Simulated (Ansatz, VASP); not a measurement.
# Two plane-wave programs on Sc

The input INCAR:

```
  PREC = Accurate
  ENCUT = 520
  EDIFF = 1E-7
  ISMEAR = 0
  SIGMA = 0.15
  LREAL = False
  LASPH = True
  NELM = 100
  ALGO = Fast
  ISIF = 2
  LWAVE = False
  LCHARG = False
  GGA = PE
  NBANDS = 12
```

KPOINTS

```
regular mesh
0
Gamma
  20 20 20
```

The input POSCAR:

```
Sc
1.0
    0.0000000000      2.1366223036      2.5639467643
    2.1366223036      0.0000000000      2.5639467643
    2.1366223036      2.1366223036      0.0000000000
Sc
1
Direct
    0.0000000000      0.0000000000      0.0000000000
```

Input for Ansatz:

```yaml
crystal:
  lattice:
    - [0.0, 2.1366223036, 2.5639467643]
    - [2.1366223036, 0.0, 2.5639467643]
    - [2.1366223036, 2.1366223036, 0.0]
  atoms:
    - { symbol: Sc, position: [0.0, 0.0, 0.0] }
basis:
  ecutwfc: 420
kpoints:
  mp_grid: { grid: [20, 20, 20] }
hamiltonian:
  xc: pbe
scf:
  occupations: { method: gaussian, width: 0.15 }
output:
  forces: true
  stress: true
  eigenvalues: true
```

Alike in both runs: task single point; functional PBE; k mesh 20 × 20 × 20; occupations gaussian, width 0.15 eV; no spin polarisation.

```csv
,VASP,Ansatz
version,VASP 6.6.1,Ansatz 0.2.0
potentials or method,"VASP PAW PBE potentials, release 64 (Sc_sv)","scalar-relativistic, plane waves, PAW"
plane-wave cutoff (eV),520,420
valence electrons in the cell,11,11
```

VASP gave:

* gap on the k mesh at the Fermi level (eV): none
* pressure (GPa): 2.8
* largest component of the traceless stress (GPa): 4.58

What did Ansatz give for the same quantities?

gap on the k mesh at the Fermi level (eV): none; pressure (GPa): 2.7; largest component of the traceless stress (GPa): 4.56.

A gap of «none» marks a metal or a gap that the smearing closes.
